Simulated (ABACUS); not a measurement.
GaSb:

```
Sb Ga
1.0
     0.00000    3.05900    3.05900
     3.05900    0.00000    3.05900
     3.05900    3.05900    0.00000
Sb Ga
1 1
Direct
  0.75000 0.75000 0.75000
  0.00000 0.00000 0.00000
```

Program: ABACUS 3.10.1. Alike in all runs: task single point; potentials or basis SG15 ONCV 1.2 PBE, DZP LCAO (the cutoffs set its grid); no spin polarisation; cell as given; k mesh 4 × 4 × 4; cutoff (eV) 1361; smearing fermi-dirac 0.05 eV; the mesh is coarse, so values aren't converged.

Question: Order these runs on this cell by their band gap on the k mesh, lowest first.
A. level PBE
B. level HSE-type (share 0.1, screening 0.11/bohr); share of exact exchange 0.1; screening of the exchange 0.11 1/bohr; threshold of the auxiliary basis 0.001
C. level HSE-type (share 0.25, screening 0.11/bohr); share of exact exchange 0.25; screening of the exchange 0.11 1/bohr; threshold of the auxiliary basis 0.001
D. level HSE-type (share 0.4, screening 0.11/bohr); share of exact exchange 0.4; screening of the exchange 0.11 1/bohr; threshold of the auxiliary basis 0.001

Answer: A (0.14 eV), B (0.37 eV), C (0.86 eV), D (1.40 eV).

Caveats: all runs use coarse meshes; the atomic orbitals were generated for these runs and aren't a published set; spin-orbit coupling is left out, which moves the levels of the heavy elements; the basis of atomic orbitals isn't converged, which shifts pressures, moduli and gaps; gaps of hybrids in this basis differ from plane-wave ones by up to 0.1 eV (some runs).

A k mesh can miss the band edges.
